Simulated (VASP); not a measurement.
# Mg (Im-3m) in VASP: further runs

The runs below take Mg through single point, with LDA.

All numbers are computed with VASP 6.6.1; they aren't measurements. Logs are shortened: lines on timing, memory, paths and dates and some standing lists are left out, and cuts for length are marked.

### Step 1. The structure

It takes space group Im-3m (No. 229, cubic). The conventional cell has a = 3.508 Å, b = 3.508 Å, c = 3.508 Å, α = 90.00°, β = 90.00°, γ = 90.00°. Around Mg (site symmetry m-3m) lie 8 Mg at 3.04 Å.

This isn't the form of Mg at room conditions, which is hcp.

### Step 2. Single point, LDA

INCAR

```
SYSTEM = Mg
  PREC = Accurate
  ENCUT = 520
  EDIFF = 1E-7
  ISMEAR = -1
  SIGMA = 0.1
  LREAL = .FALSE.
  LASPH = .TRUE.
  NELM = 80
  ALGO = Fast
  ISIF = 2
  LWAVE = .FALSE.
  LCHARG = .TRUE.
  GGA = CA
  LELF = .TRUE.
  LVHAR = .TRUE.
  NBANDS = 7
```

KPOINTS

```
Automatic mesh
0
G
  21 21 21
  0 0 0
```

POSCAR

```
Mg
1.0
   -1.7540232708      1.7540232708      1.7540232708
    1.7540232708     -1.7540232708      1.7540232708
    1.7540232708      1.7540232708     -1.7540232708
Mg
1
Direct
    0.0000000000      0.0000000000      0.0000000000
```

Potentials or basis: VASP PAW LDA potentials, release 64 (Mg).

Command:

```
> cat potpaw_LDA.64/Mg/POTCAR > POTCAR
> mpirun -np 1 vasp_std > vasp.out
```

OUTCAR:

```text
SYSTEM = Mg
   PREC = Accurate
   ENCUT = 520
   EDIFF = 1E-7
   ISMEAR = -1
   LREAL = .FALSE.
   LASPH = .TRUE.
   NELM = 80
   ISIF = 2
   GGA = CA

 ion  position               nearest neighbor table
   1  0.000  0.000  0.000-

  LATTYP: Found a body centered cubic cell.
 ALAT       =     3.5080465416

  Lattice vectors:

 A1 = (  -1.7540232708,   1.7540232708,   1.7540232708)
 A2 = (   1.7540232708,  -1.7540232708,   1.7540232708)
 A3 = (   1.7540232708,   1.7540232708,  -1.7540232708)

Analysis of symmetry for initial positions (statically):
=====================================================================
 Subroutine PRICEL returns:
 Original cell was already a primitive cell.

 Routine SETGRP: Setting up the symmetry group for a
 body centered cubic supercell.

 Subroutine GETGRP returns: Found 48 space group operations
 (whereof 48 operations were pure point group operations)
 out of a pool of 48 trial point group operations.

The static configuration has the point symmetry O_h .

Analysis of symmetry for dynamics (positions and initial velocities):
=====================================================================
 Subroutine PRICEL returns:
 Original cell was already a primitive cell.

 Routine SETGRP: Setting up the symmetry group for a
 body centered cubic supercell.

 Subroutine GETGRP returns: Found 48 space group operations
 (whereof 48 operations were pure point group operations)
 out of a pool of 48 trial point group operations.

The dynamic configuration has the point symmetry O_h .

 Subroutine INISYM returns: Found 48 space group operations
 (whereof 48 operations are pure point group operations),
 and found     1 'primitive' translations

----------------------------------------------------------------------------------------

                                     Primitive cell

  volume of cell :      21.5857

  direct lattice vectors                    reciprocal lattice vectors
    -1.754023271  1.754023271  1.754023271     0.000000000  0.285058932  0.285058932
     1.754023271 -1.754023271  1.754023271     0.285058932  0.000000000  0.285058932
     1.754023271  1.754023271 -1.754023271     0.285058932  0.285058932  0.000000000

  length of vectors
     3.038057423  3.038057423  3.038057423     0.403134207  0.403134207  0.403134207

  position of ions in fractional coordinates (direct lattice)
     0.000000000  0.000000000  0.000000000

  ion indices of the primitive-cell ions
   primitive index   ion index
                 1           1

----------------------------------------------------------------------------------------

 KPOINTS: Automatic mesh

Automatic generation of k-mesh.
 Grid dimensions read from file:
 generate k-points for:   21   21   21

 Generating k-lattice:

  Cartesian coordinates                     Fractional coordinates (reciprocal lattice)
     0.000000000  0.013574235  0.013574235     0.047619048  0.000000000  0.000000000
     0.013574235  0.000000000  0.013574235     0.000000000  0.047619048  0.000000000
     0.013574235  0.013574235  0.000000000     0.000000000  0.000000000  0.047619048

  Length of vectors
     0.019196867  0.019196867  0.019196867

  Shift w.r.t. Gamma in fractional coordinates (k-lattice)
     0.000000000  0.000000000  0.000000000

 Subroutine IBZKPT returns following result:
 ===========================================

 Found    286 irreducible k-points:

 Following reciprocal coordinates:
            Coordinates               Weight
  0.000000  0.000000  0.000000      1.000000
  0.047619  0.000000  0.000000     12.000000
  0.095238  0.000000  0.000000     12.000000
  0.142857  0.000000  0.000000     12.000000
  0.190476  0.000000  0.000000     12.000000
  0.238095  0.000000  0.000000     12.000000
[... 16 lines left out ...]
  0.142857  0.095238  0.000000     48.000000
  0.190476  0.095238  0.000000     48.000000
 [... further k-points ...]
   k-points           NKPTS =    286   k-points in BZ     NKDIM =    286   number of bands    NBANDS=      7
   number of dos      NEDOS =    301   number of ions     NIONS =      1
   total plane-waves  NPLWV =  13824
   dimension x,y,z NGX =    24 NGY =   24 NGZ =   24
   dimension x,y,z NGXF=    48 NGYF=   48 NGZF=   48
   ions per type =               1
   NGX,Y,Z   is equivalent  to a cutoff of  13.13, 13.13, 13.13 a.u.
   NGXF,Y,Z  is equivalent  to a cutoff of  26.27, 26.27, 26.27 a.u.
 SYSTEM =  Mg
   PREC   = accura    normal or accurate (medium, high low for compatibility)
   ISTART =      0    job   : 0-new  1-cont  2-samecut
   ICHARG =      2    charge: 1-file 2-atom 10-const
   ISPIN  =      1    spin polarized calculation?
   LNONCOLLINEAR =      F non collinear calculations
   LSORBIT =      F    spin-orbit coupling
   LASPH  =      T    aspherical Exc in radial PAW
   ENCUT  =  520.0 eV  38.22 Ry    6.18 a.u.   5.65  5.65  5.65*2*pi/ulx,y,z
   NELM   =     80;   NELMIN=  2; NELMDL= -5     # of ELM steps
   EDIFF  = 0.1E-06   stopping-criterion for ELM
   LREAL  =      F    real-space projection
   EDIFFG = 0.1E-05   stopping-criterion for IOM
   NSW    =      0    number of steps for IOM
   IBRION =     -1    ionic relax: 0-MD 1-quasi-New 2-CG
   NFREE  =      0    steps in history (QN), initial steepest desc. (CG)
   ISIF   =      2    stress and relaxation
   ISYM   =      2    0-nonsym 1-usesym 2-fastsym
   POTIM  = 0.5000    time-step for ionic-motion
   TEBEG  =    0.0;   TEEND  =   0.0 temperature during run
   PSTRESS=    0.0 pullay stress
   NELECT =       2.0000    total number of electrons
   NUPDOWN=      -1.0000    fix difference up-down
   EMIN   =  10.00;   EMAX   =-10.00  energy-range for DOS
   EFERMI =   0.00;   METHOD = LEGACY
   ISMEAR =    -1;   SIGMA  =   0.10  broadening in eV -4-tet -1-fermi 0-gaus
   EFERMI_NEDOS =   21; number of points for ismear=-14 and -15
   IALGO  =     68    algorithm
   IMIX   =      4    mixing-type and parameters
     AMIX     =   0.40;   BMIX     =  1.00
     AMIX_MAG =   1.60;   BMIX_MAG =  1.00
  volume/ion in A,a.u.               =      21.59       145.67
  Fermi-wavevector in a.u.,A,eV,Ry     =   0.740792  1.399893  7.466502  0.548772
  Thomas-Fermi vector in A             =   1.835278
   LORBIT       =      0    0 simple, 1 ext, 2 COOP (PROOUT), +10 PAW based schemes
   GGA     = CA    functional components
   LHFCALC =     F    Hartree Fock is set to
   AEXX    =    0.0000 exact exchange contribution
   IVDW    =     0    specifies the selected vdW correction
   LEPSILON=     F    determine dielectric tensor
   LRPA    =     F    only Hartree local field effects (RPA)
 non-spin polarized calculation
 RMM-DIIS sequential band-by-band and
  energy-cutoff  :      520.00
  volume of cell :       21.59
 maximum number of plane-waves:       603
   NGX = 11   NGY = 11   NGZ = 11

 number of electron       2.0000000 magnetization

 Free energy of the ion-electron system (eV)
  ---------------------------------------------------
  ext. energy  EPLUGINS =         0.00000000
  ---------------------------------------------------
  free energy    TOTEN  =        -1.78770465 eV

  energy without entropy =       -1.77385703  energy(sigma->0) =       -1.78078084

 E-fermi :   2.8209     XC(G=0):  -8.8842

 val. band max:        2.8161438418   @ k =  -0.4762  -0.4762   0.2381
 cond. band min:       2.8323679199   @ k =   0.3810   0.1905   0.0000
 fundamental gap:      0.0162240781
 Fermi energy:         2.8209495130

 k-point     1 :       0.0000    0.0000    0.0000
  band No.  band energies     occupation
      1      -4.3885      2.00000
      2      16.1527      0.00000
      3      16.1527      0.00000
      4      16.1527      0.00000
      5      18.3121      0.00000
      6      18.3121      0.00000
      7      18.4748      0.00000

 k-point     2 :       0.0476    0.0000    0.0000
  band No.  band energies     occupation
      1      -4.3329      2.00000
      2      15.4910      0.00000
      3      15.8637      0.00000
      4      15.8774      0.00000
      5      17.6224      0.00000
      6      17.7040      0.00000
      7      18.6074      0.00000

 k-point     3 :       0.0952    0.0000    0.0000
  band No.  band energies     occupation
      1      -4.1664      2.00000
      2      13.9922      0.00000
      3      15.2291      0.00000
      4      15.3195      0.00000
      5      16.8159      0.00000
      6      17.2623      0.00000
      7      18.7589      0.00000

 k-point     4 :       0.1429    0.0000    0.0000
  band No.  band energies     occupation
      1      -3.8896      2.00000
      2      12.3074      0.00000
      3      14.5181      0.00000
      4      14.7287      0.00000
      5      16.0692      0.00000
      6      16.8723      0.00000
      7      19.0225      0.00000

 k-point     5 :       0.1905    0.0000    0.0000
  band No.  band energies     occupation
      1      -3.5035      2.00000
      2      10.6318      0.00000
      3      13.8401      0.00000
      4      14.1821      0.00000
      5      15.4072      0.00000
      6      16.4570      0.00000
      7      19.4074      0.00000
[... 161 lines left out ...]
 k-point    22 :       0.0952    0.0952    0.0000
  band No.  band energies     occupation
      1      -3.7239      2.00000
      2      12.1929      0.00000
      3      12.6851      0.00000
      4      14.4963      0.00000
      5      16.5633      0.00000
      6      17.1975      0.00000
      7      19.2201      0.00000

 k-point    23 :       0.1429    0.0952    0.0000
  band No.  band energies     occupation
      1      -3.3385      2.00000
      2      10.7018      0.00000
      3      11.8568      0.00000
      4      13.9323      0.00000
      5      16.2035      0.00000
      6      17.2286      0.00000
      7      18.9828      0.00000

 k-point    24 :       0.1905    0.0952    0.0000
  band No.  band energies     occupation
      1      -2.8455      2.00000
      2       9.1250      0.00000
      3      11.2452      0.00000
      4      13.4187      0.00000
      5      15.7378      0.00000
      6      17.2925      0.00000
      7      18.8468      0.00000

 [... further k-points ...]

------------------------ aborting loop because EDIFF is reached ----------------------------------------

  FORCE on cell =-STRESS in cart. coord.  units (eV):
  Direction    XX          YY          ZZ          XY          YZ          ZX
  --------------------------------------------------------------------------------------
  -------------------------------------------------------------------------------------
  Total       -0.0430565     -0.0430565     -0.0430565     -0.0000000     -0.0000000      0.0000000
  in kB       -3.1958253     -3.1958253     -3.1958253     -0.0000000     -0.0000000      0.0000000
  external PRESSURE =      -3.1958253 kB  Pullay stress =       0.0000000 kB

 VOLUME and BASIS-vectors are now :
 -----------------------------------------------------------------------------
  energy-cutoff  :      520.00
  volume of cell :       21.59
      direct lattice vectors                 reciprocal lattice vectors
    -1.754023271  1.754023271  1.754023271     0.000000000  0.285058932  0.285058932
     1.754023271 -1.754023271  1.754023271     0.285058932  0.000000000  0.285058932
     1.754023271  1.754023271 -1.754023271     0.285058932  0.285058932  0.000000000

 POSITION                                       TOTAL-FORCE (eV/Angst)
 -----------------------------------------------------------------------------------
      0.00000      0.00000      0.00000        -0.000000      0.000000     -0.000000
 -----------------------------------------------------------------------------------
    total drift:                                0.000000      0.000000      0.000000

  FREE ENERGIE OF THE ION-ELECTRON SYSTEM (eV)
  ---------------------------------------------------
  free  energy   TOTEN  =        -1.7877046457 eV

  energy  without entropy=       -1.7738570251  energy(sigma->0) =       -1.78078084
```

Wall time 13 s (1 thread of Intel Xeon Platinum 8488C (Sapphire Rapids), shared host); peak memory 0.16 GiB.

Results:

| Quantity | Value |
| --- | --- |
| Free energy | -1.7877 eV |
| Pressure | -0.3 GPa |
| Band gap on the k mesh | none (metal or under the smearing width) |

### Step 3. Single point, LDA

This run uses another cell than the first one, of 23.31 Å³/atom, 1.080 times its volume.

INCAR

```
PREC = Accurate ; ENCUT = 520
EDIFF = 1E-6 ; ISMEAR = -1
SIGMA = 0.1 ; LREAL = F
LASPH = T ; NELM = 100
ALGO = Fast ; ISIF = 2
LWAVE = F ; LCHARG = F
GGA = CA ; NBANDS = 7
```

KPOINTS

```
regular mesh
0
Gamma
  14 14 14
```

POSCAR

```
Mg
1.0
   -1.7996025618      1.7996025618      1.7996025618
    1.7996025618     -1.7996025618      1.7996025618
    1.7996025618      1.7996025618     -1.7996025618
Mg
1
Direct
    0.0000000000      0.0000000000      0.0000000000
```

Potentials or basis: VASP PAW LDA potentials, release 64 (Mg).

Command:

```
> cat potpaw_LDA.64/Mg/POTCAR > POTCAR
> mpirun -np 1 vasp_std > vasp.out
```

It took 4.8 s on 1 thread of Intel Xeon Platinum 8488C (Sapphire Rapids), shared host; peak memory 0.13 GiB.

The run converged. Its results:

* Free energy: -1.7706 eV
* Pressure: -2.8 GPa
* Band gap on the k mesh: none (metal or under the smearing width)

Levels at points of the mesh, in eV from the Fermi level:
| k point | band 1 | band 2 | band 3 | band 4 | band 5 | band 6 |
| --- | --- | --- | --- | --- | --- | --- |
| (0.00, 0.00, 0.00) | -6.89 | 12.81 | 12.81 | 12.81 | 14.60 | 14.60 |
| (0.50, 0.00, 0.00) | -1.45 | -0.97 | 8.55 | 9.04 | 10.05 | 11.25 |
| (0.50, 0.50, 0.50) | 3.75 | 3.75 | 3.75 | 4.05 | 4.05 | 7.08 |

### Step 4. Single point, LDA

This run uses another cell than the first one, of 24.18 Å³/atom, 1.120 times its volume.

INCAR

```
PREC = Accurate
ENCUT = 520
EDIFF = 1E-6
ISMEAR = -1
SIGMA = 0.1
LREAL = False
LASPH = True
NELM = 60
ALGO = Normal
ISIF = 2
LWAVE = False
LCHARG = False
GGA = CA
NBANDS = 7
```

KPOINTS is that of step 3.

POSCAR

```
Mg
1.0
   -1.8215510976      1.8215510976      1.8215510976
    1.8215510976     -1.8215510976      1.8215510976
    1.8215510976      1.8215510976     -1.8215510976
Mg
1
Direct
    0.0000000000      0.0000000000      0.0000000000
```

Potentials or basis: VASP PAW LDA potentials, release 64 (Mg).

Command:

```
> cat potpaw_LDA.64/Mg/POTCAR > POTCAR
> mpirun -np 1 vasp_std > vasp.out
```

OUTCAR:

```text
PREC = Accurate
   ENCUT = 520
   EDIFF = 1E-6
   ISMEAR = -1
   LREAL = False
   LASPH = True
   NELM = 60
   ISIF = 2
   GGA = CA

 ion  position               nearest neighbor table
   1  0.000  0.000  0.000-

  LATTYP: Found a body centered cubic cell.
 ALAT       =     3.6431021952

  Lattice vectors:

 A1 = (  -1.8215510976,   1.8215510976,   1.8215510976)
 A2 = (   1.8215510976,  -1.8215510976,   1.8215510976)
 A3 = (   1.8215510976,   1.8215510976,  -1.8215510976)

Analysis of symmetry for initial positions (statically):
=====================================================================
 Subroutine PRICEL returns:
 Original cell was already a primitive cell.

 Routine SETGRP: Setting up the symmetry group for a
 body centered cubic supercell.

 Subroutine GETGRP returns: Found 48 space group operations
 (whereof 48 operations were pure point group operations)
 out of a pool of 48 trial point group operations.

The static configuration has the point symmetry O_h .

[... 154 lines left out ...]
  free energy    TOTEN  =        -1.75272024 eV

  energy without entropy =       -1.73858570  energy(sigma->0) =       -1.74565297

 E-fermi :   2.2392     XC(G=0):  -8.5180

 val. band max:        2.1830553962   @ k =  -0.4286   0.5000   0.0714
 cond. band min:       2.2567687837   @ k =   0.3571   0.2143   0.0714
 fundamental gap:      0.0737133875
 Fermi energy:         2.2391629670

 k-point     1 :       0.0000    0.0000    0.0000
  band No.  band energies     occupation
      1      -4.4894      2.00000
      2      14.8158      0.00000
      3      14.8158      0.00000
      4      14.8158      0.00000
      5      16.3725      0.00000
      6      16.3725      0.00000
      7      16.3725      0.00000
[... 221 lines left out ...]
 k-point    24 :       0.3571    0.2857    0.0000
  band No.  band energies     occupation
      1       2.1192      1.53691
      2       2.5397      0.09439
      3       4.0397      0.00000
      4       9.9847      0.00000
      5      15.8585      0.00000
      6      17.0904      0.00000
      7      17.5675      0.00000

 [... further k-points ...]

------------------------ aborting loop because EDIFF is reached ----------------------------------------

  FORCE on cell =-STRESS in cart. coord.  units (eV):
  Direction    XX          YY          ZZ          XY          YZ          ZX
  --------------------------------------------------------------------------------------
  -------------------------------------------------------------------------------------
  Total       -0.5691778     -0.5691778     -0.5691778     -0.0000000     -0.0000000     -0.0000000
  in kB      -37.7202417    -37.7202417    -37.7202417     -0.0000000     -0.0000000     -0.0000000
  external PRESSURE =     -37.7202417 kB  Pullay stress =       0.0000000 kB

 VOLUME and BASIS-vectors are now :
 -----------------------------------------------------------------------------
  energy-cutoff  :      520.00
  volume of cell :       24.18
      direct lattice vectors                 reciprocal lattice vectors
    -1.821551098  1.821551098  1.821551098     0.000000000  0.274491339  0.274491339
     1.821551098 -1.821551098  1.821551098     0.274491339  0.000000000  0.274491339
     1.821551098  1.821551098 -1.821551098     0.274491339  0.274491339  0.000000000

 POSITION                                       TOTAL-FORCE (eV/Angst)
 -----------------------------------------------------------------------------------
      0.00000      0.00000      0.00000        -0.000000      0.000000      0.000000
 -----------------------------------------------------------------------------------
    total drift:                                0.000000      0.000000      0.000000

  FREE ENERGIE OF THE ION-ELECTRON SYSTEM (eV)
  ---------------------------------------------------
  free  energy   TOTEN  =        -1.7527202411 eV

  energy  without entropy=       -1.7385857011  energy(sigma->0) =       -1.74565297
```

stdout:

```text
POSCAR found type information on POSCAR Mg
 POSCAR found :  1 types and       1 ions
 scaLAPACK will be used
 LDA part: xc-table for (Slater(with rela. corr.)+CA(PZ))
 , standard interpolation
 POSCAR, INCAR and KPOINTS ok, starting setup
 FFT: planning ... GRIDC
 FFT: planning ... GRID_SOFT
 FFT: planning ... GRID
 WAVECAR not read
 entering main loop
```

Run time: 4.6 s. Hardware: 1 thread of Intel Xeon Platinum 8488C (Sapphire Rapids), shared host; peak memory 0.13 GiB.

What came out:

```
Free energy            : -1.7527 eV
Pressure               : -3.8 GPa
Band gap on the k mesh : none (metal or under the smearing width)
```

### Step 5. Summary

| cell | k mesh | gap on the mesh (eV) | pressure (GPa) |
| --- | --- | --- | --- |
| Im-3m, 21.59 Å³/atom | 21 × 21 × 21 | none | -0.3 |
| Im-3m, 23.31 Å³/atom | 14 × 14 × 14 | none | -2.8 |
| Im-3m, 24.18 Å³/atom | 14 × 14 × 14 | none | -3.8 |

Alike in all rows: task single point; level LDA; potentials or basis VASP PAW LDA potentials, release 64 (Mg); no spin polarisation; cutoff (eV) 520; smearing fermi-dirac 0.1 eV.

Every run on the cell as given and a fine mesh finds a metal.

Absolute energies hang on the potentials; compare differences alone.
